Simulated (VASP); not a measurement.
VASP 6.6.1 run: BeTe

INCAR

```
LASPH = .TRUE.
NBANDS = 11
ISMEAR = -1
ISIF = 2
PREC = Accurate
IBRION = -1
EDIFF = 0.0001
NSW = 0
SIGMA = 0.02
NELM = 120
ENCUT = 520
LCHARG = .FALSE.
METAGGA = SCAN
LREAL = .FALSE.
LWAVE = .FALSE.
```

KPOINTS

```
KPOINTS created by Atomic Simulation Environment
0
Gamma
8 8 8
0 0 0
```

POSCAR

```
Be Te
 1.0000000000000000
     0.0000000000000000    2.9417685704999998    2.7391856080000001
     2.9417685704999998    0.0000000000000000    2.7391856080000001
     2.9417685704999998    2.9417685704999998    0.0000000000000000
 Be  Te
   1   1
Cartesian
  0.0000000000000000  0.0000000000000000  0.0000000000000000
  1.4708842852499999  1.4708842852499999  1.3695928040000003
```

The recommended PBE PAW datasets give the neutral cell 8 valence electrons.

Command

```
mpirun -np 1 vasp_std
```

OSZICAR

```
N       E                     dE             d eps       ncg     rms          rms(c)
DAV:   1    -0.154703644910E+02   -0.15470E+02   -0.33895E+03  1298   0.595E+02
DAV:   2    -0.423654282821E+02   -0.26895E+02   -0.25998E+02  1650   0.933E+01
DAV:   3    -0.435516255694E+02   -0.11862E+01   -0.11844E+01  1721   0.213E+01
DAV:   4    -0.435646859278E+02   -0.13060E-01   -0.13059E-01  1587   0.252E+00
DAV:   5    -0.435649483017E+02   -0.26237E-03   -0.26237E-03  1638   0.341E-01    0.307E+00
DAV:   6    -0.424241546743E+02    0.11408E+01   -0.15130E-01  1319   0.386E+00    0.229E+00
DAV:   7    -0.424488090172E+02   -0.24654E-01   -0.19296E-01  1387   0.316E+00    0.535E-01
DAV:   8    -0.424456378235E+02    0.31712E-02   -0.66073E-03  1559   0.505E-01    0.243E-01
DAV:   9    -0.424462103736E+02   -0.57255E-03   -0.15606E-03  1418   0.335E-01    0.346E-02
DAV:  10    -0.424462834513E+02   -0.73078E-04   -0.84241E-05  1488   0.667E-02
   1 F= -.42446283E+02 E0= -.42446283E+02  d E =-.205393E-10
```

From OUTCAR

```
k-points           NKPTS =     59   k-points in BZ     NKDIM =     59   number of bands    NBANDS=     11

   NELECT =       8.0000    total number of electrons

   dimension x,y,z NGX =    30 NGY =   30 NGZ =   32
   dimension x,y,z NGXF=    60 NGYF=   60 NGZF=   64

  energy-cutoff  :      520.00
  volume of cell :       47.41
      direct lattice vectors                 reciprocal lattice vectors
     0.000000000  2.941768570  2.739185608    -0.169965784  0.169965784  0.182536006
     2.941768570  0.000000000  2.739185608     0.169965784 -0.169965784  0.182536006
     2.941768570  2.941768570  0.000000000     0.169965784  0.169965784 -0.182536006

 k-points in reciprocal lattice and weights: KPOINTS created by Atomic Simulation Env
   0.00000000  0.00000000  0.00000000       0.002
   0.12500000  0.00000000  0.00000000       0.016
   0.25000000  0.00000000  0.00000000       0.016
   0.37500000  0.00000000  0.00000000       0.016
   0.50000000  0.00000000  0.00000000       0.008
   0.12500000  0.12500000  0.00000000       0.004
   0.25000000  0.12500000  0.00000000       0.016
   0.37500000  0.12500000  0.00000000       0.016
   ...

 E-fermi :   4.8666

 k-point     1 :       0.0000    0.0000    0.0000
  band No.  band energies     occupation
      1      -8.1013      2.00000
      2       4.1772      2.00000
      3       4.1784      2.00000
      4       4.5045      2.00000
      5       8.1026      0.00000
      6       8.2543      0.00000
      7       8.4052      0.00000
      8       8.4060      0.00000
      9      13.0536      0.00000
     10      14.2353      0.00000
     11      15.3712      0.00000

 k-point     2 :       0.1250    0.0000    0.0000
  band No.  band energies     occupation
      1      -7.9578      2.00000
      2       3.0134      2.00000
      3       3.9316      2.00000
      4       4.2251      2.00000
      5       8.0623      0.00000
      6       8.6365      0.00000
      7       8.7196      0.00000
      8       9.5533      0.00000
      9      13.4946      0.00000
     10      13.5863      0.00000
     11      14.2993      0.00000

 k-point     3 :       0.2500    0.0000    0.0000
  band No.  band energies     occupation
      1      -7.5642      2.00000
      2       1.0651      2.00000
      3       3.4574      2.00000
      4       3.8678      2.00000
      5       7.7609      0.00000
      6       9.1313      0.00000
      7       9.2699      0.00000
      8      11.5810      0.00000
      9      13.5078      0.00000
     10      13.6251      0.00000
     11      14.3052      0.00000

 k-point     4 :       0.3750    0.0000    0.0000
  band No.  band energies     occupation
      1      -7.0706      2.00000
      2      -0.4785      2.00000
      3       3.0833      2.00000
      4       3.5929      2.00000
      5       7.5174      0.00000
      6       9.1488      0.00000
      7       9.6071      0.00000
      8      12.6997      0.00000
      9      14.0699      0.00000
     10      14.9786      0.00000
     11      15.0385      0.00000

 k-point     5 :       0.5000    0.0000    0.0000
  band No.  band energies     occupation
      1      -6.8177      2.00000
      2      -1.0934      2.00000
      3       2.9474      2.00000
      4       3.4939      2.00000
      5       7.4278      0.00000
      6       9.0885      0.00000
      7       9.6605      0.00000
      8      12.6881      0.00000
      9      15.3213      0.00000
     10      16.3325      0.00000
     11      16.5964      0.00000

 ...

  Total       -1.2564209     -1.2564209     -0.1252919      0.0000000      0.0000000      0.0000000
  in kB      -42.4597349    -42.4597349     -4.2341393      0.0000000      0.0000000      0.0000000
  external PRESSURE =     -29.7178697 kB  Pullay stress =       0.0000000 kB

 POSITION                                       TOTAL-FORCE (eV/Angst)
 -----------------------------------------------------------------------------------
      0.00000      0.00000      0.00000         0.000000      0.000000     -0.000000
      1.47088      1.47088      1.36959        -0.000000     -0.000000      0.000000
 -----------------------------------------------------------------------------------
    total drift:                               -0.000915     -0.000915     -0.002858

  FREE ENERGIE OF THE ION-ELECTRON SYSTEM (eV)
  ---------------------------------------------------
  free  energy   TOTEN  =       -42.4462834513 eV

  energy  without entropy=      -42.4462834513  energy(sigma->0) =      -42.44628345
```

It converged. Results: gap between bands v and c on the k mesh 1.88 eV; least direct gap on the k mesh 3.60 eV; pressure -3.0 GPa. Band v is the last that the valence electrons fill when counted band by band, and c is the next.

For comparison, a separate PBE run of the intended cell, on usual settings and not on those above, gives a gap of 1.63 eV on its mesh and a pressure of -2.1 GPa.

The run above took about 69 s on one core of a shared host (Intel Xeon Platinum 8488C) and held 0.19 GiB at most.
